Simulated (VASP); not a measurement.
# SrCl2: band structure with r2SCAN-EpsX

The system is SrCl2.

```
Sr Cl
1.0
     0.00000    3.48835    3.48835
     3.48835    0.00000    3.48835
     3.48835    3.48835    0.00000
Sr Cl
1 2
Direct
  0.00000 0.00000 0.00000
  0.75000 0.75000 0.75000
  0.25000 0.25000 0.25000
```

```yaml
Program: VASP 6.6.1
Task: band structure
Functional: r2SCAN-EpsX
Potentials_or_basis: VASP PAW PBE potentials, release 64 (Sr_sv, Cl)
Cutoff: 520 eV
k_mesh: 4 × 4 × 4
Occupations: gaussian, width 0.02 eV
Spin: no spin polarisation
Ladder: gaps
Grid_for_exact_exchange_PRECFOCK: Fast
Exchange_at_q_=_0: truncated
Share_of_exact_exchange: 0.342
Further_INCAR_settings: ALGO = Normal; EDIFF = 1e-06; NBANDS = 19
```

```
Pressure                : 0.0 GPa
Band gap on the k mesh  : 8.29 eV, indirect (least direct gap 8.49 eV)
Band gap along the path : 8.29 eV, indirect (least direct gap 8.49 eV)
```

Levels at the corners of the path, in eV from the valence-band top:
```
point  band 10  band 11  band 12  band 13  band 14  band 15
    Γ    -0.39    -0.39    -0.39     8.29     9.35     9.35
    X    -0.44    -0.44     0.00     8.49    10.52    11.13
    X    -0.44    -0.44     0.00     8.49    10.52    11.13
    W    -1.38    -0.33    -0.12     9.25    10.37    10.67
    W    -1.38    -0.33    -0.12     9.25    10.37    10.67
    K    -0.79    -0.60    -0.12     8.98    10.57    10.76
    K    -0.79    -0.60    -0.12     8.98    10.57    10.76
    Γ    -0.39    -0.39    -0.39     8.29     9.35     9.35
    Γ    -0.39    -0.39    -0.39     8.29     9.35     9.35
    L    -1.49    -1.20    -1.20    10.04    10.04    10.65
    L    -1.49    -1.20    -1.20    10.04    10.04    10.65
    U    -0.79    -0.60    -0.12     8.98    10.57    10.76
    U    -0.79    -0.60    -0.12     8.98    10.57    10.76
    W    -1.38    -0.33    -0.12     9.25    10.37    10.67
    W    -1.38    -0.33    -0.12     9.25    10.37    10.67
    L    -1.49    -1.20    -1.20    10.04    10.04    10.65
    L    -1.49    -1.20    -1.20    10.04    10.04    10.65
    K    -0.79    -0.60    -0.12     8.98    10.57    10.76
    U    -0.79    -0.60    -0.12     8.98    10.57    10.76
    X    -0.44    -0.44     0.00     8.49    10.52    11.13
```

Run time: 8.8 min on 4 MPI ranks on Intel(R) Xeon(R) 6975P-C (Granite Rapids), on a shared host, peak memory 0.43 GiB a rank.

Caveat: the PAW data sets were made with another functional, which shifts forces and pressure a little.
